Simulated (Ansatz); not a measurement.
Crystal: AgBr.

```
Ag Br
1.0
     0.00000    2.87015    2.87015
     2.87015    0.00000    2.87015
     2.87015    2.87015    0.00000
Ag Br
1 1
Direct
  0.00000 0.00000 0.00000
  0.50000 0.50000 0.50000
```

Base run:

```yaml
Program: Ansatz 0.2.0
Functional: LDA
Potentials_or_basis: Ansatz PAW
Cutoff: "420 eV (not typed: the program's choice for these potentials)"
k_mesh: 8 × 8 × 8
Occupations: fermi-dirac, width 0.05 eV
Spin: no spin polarisation
```

Its results: band gap on the k mesh 0.38 eV, indirect (least direct gap 2.31 eV); pressure -4.2 GPa.

**Question.** The run is repeated on the same cell with these changes: functional from LDA to PBE. What comes out?

**Answer.** Band gap on the k mesh 0.67 eV, indirect (least direct gap 2.61 eV); pressure 2.3 GPa.

PBE binds less tightly than LDA, so the same cell stands under more pressure.

Caveats: the PAW data sets come from PBE, with cores solved anew for the run's functional, which leaves a small shift of forces and pressure (some runs).
